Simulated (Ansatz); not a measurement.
Cu: equation of state with PBEsol

Cu:

```
Cu
1.0
     1.21846   -3.97638    0.00000
     1.21846    3.97638    0.00000
     0.00000    0.00000    2.47550
Cu
2
Direct
  0.86613 0.13387 0.75000
  0.13387 0.86613 0.25000
```

This isn't the form of Cu at room conditions, which is fcc.

| Quantity | Value |
| --- | --- |
| Program | Ansatz 0.2.0 |
| Task | equation of state |
| Functional | PBEsol |
| Potentials or basis | Ansatz PAW |
| Cutoff | 420 eV |
| Density cutoff | 1680 eV |
| k mesh | 11 × 11 × 11 |
| Occupations | fermi-dirac, width 0.05 eV |
| Spin | no spin polarisation |

| Property | Result |
| --- | --- |
| Equilibrium volume | 11.87 Å³/atom |
| Bulk modulus at fixed shape and positions | 153 GPa |
| Pressure derivative of the bulk modulus | 5.0 |

Energy against volume, from the lowest point:
```tsv
volume (Å³/atom)	energy (meV/atom)
11.274	15.31
11.514	4.88
11.754	0.00
11.994	0.03
12.234	4.42
12.474	12.66
12.714	24.30
```

All runs of the series together: 68 s on 2 threads of AMD EPYC (Zen 3), on a shared host.

Caveat: the cell was scaled at fixed shape and fractional positions, which overstates the stiffness of a crystal with free parameters, most of all of layers and chains.
